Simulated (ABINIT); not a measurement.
Bi:

```
Bi
1.0
    -1.98143    1.98143    1.98143
     1.98143   -1.98143    1.98143
     1.98143    1.98143   -1.98143
Bi
1
Direct
  0.00000 0.00000 0.00000
```

This isn't the form of Bi at room conditions, which is rhombohedral.

Base run:

```yaml
Program: ABINIT 10.8.3 (patched build)
Functional: SOGGA
Potentials_or_basis: JTH PAW PBE v2.0
Cutoff: 599 eV
k_mesh: 9 × 9 × 9
Occupations: fermi-dirac, width 0.05 eV
Spin: no spin polarisation
```

Its results: band gap on the k mesh none (metal or under the smearing width); pressure -2.9 GPa.

Question: The run is repeated on the same cell with these changes: functional from SOGGA to PW91. What comes out?

Answer: Band gap on the k mesh none (metal or under the smearing width); pressure 0.9 GPa.

PW91 binds less tightly than SOGGA, so the same cell stands under more pressure.

Caveats: the PAW data sets were made with another functional, which shifts forces and pressure a little; spin-orbit coupling is left out, which moves the levels of the heavy elements.
